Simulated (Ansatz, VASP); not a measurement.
# One calculation of NaH, two programs

```xyz
2
Lattice="0.0000 2.4160 2.4160 2.4160 0.0000 2.4160 2.4160 2.4160 0.0000" Properties=species:S:1:pos:R:3 pbc="T T T"
Na    0.0000    0.0000    0.0000
H     2.4160    2.4160    2.4160
```

Alike in both runs: task relaxation of cell and atoms; functional PBEsol; k mesh 8 × 8 × 8; occupations gaussian, width 0.02 eV; no spin polarisation.

```csv
,VASP,Ansatz
version,VASP 6.6.1,Ansatz 0.2.0
potentials or method,"VASP PAW PBE potentials, release 64 (Na_pv, H)","scalar-relativistic, plane waves, PAW"
plane-wave cutoff (eV),600,420
valence electrons in the cell,8,10
```

|  | VASP | Ansatz | Ansatz less VASP |
| --- | --- | --- | --- |
| gap on the k mesh at the Fermi level, each at its own relaxed structure (eV) | 3.60 | 3.61 | +0.003 |
| relaxed volume (Å³/atom) | 13.76 | 13.75 | -0.002 |
| relaxed cell length with the largest relative difference (Å) | 3.389 | 3.388 | -0.0002 |

The two sets of potentials don't hold the same shells in valence.

Caveats: the PAW data sets were made with another functional, which shifts forces and pressure a little (VASP). A k mesh can miss the band edges. Expect the measured gap to be larger: semilocal functionals such as PBEsol lack the derivative discontinuity.
